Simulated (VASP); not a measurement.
N, 24 atoms in the cell. The cell holds a amorphous, 24 atoms: a = 8.862 Å, b = 8.862 Å, c = 8.862 Å, α = 90.00°, β = 90.00°, γ = 90.00°. The cell was built by a generator and needn't be a form met in nature.

* Program: VASP 6.6.1
* Task: single point
* Functional: LDA
* Potentials or basis: VASP PAW LDA potentials, release 64 (N)
* Cutoff: 520 eV
* k mesh: 1 × 1 × 1
* Occupations: fermi-dirac, width 0.05 eV
* Spin: no spin polarisation
* Dipole correction: no
* Further INCAR settings: LREAL = Auto; ALGO = Fast; EDIFF = 1e-06; NBANDS = 78

Potentials or basis: VASP PAW LDA potentials, release 64 (N).

Run with:

```sh
$ cat potpaw_LDA.64/N/POTCAR > POTCAR
$ mpirun -np 1 vasp_gam > vasp.out
```

Hardware: 1 thread of AMD EPYC 9R45 96-Core Processor (Zen 5) (shared host).

Problem. Estimate the wall time of this run.

Solution. Run time: 52 s on 1 thread of AMD EPYC 9R45 96-Core Processor (Zen 5), with other jobs on the host, peak memory 0.41 GiB. Counts: scf iterations 18, k points 1.
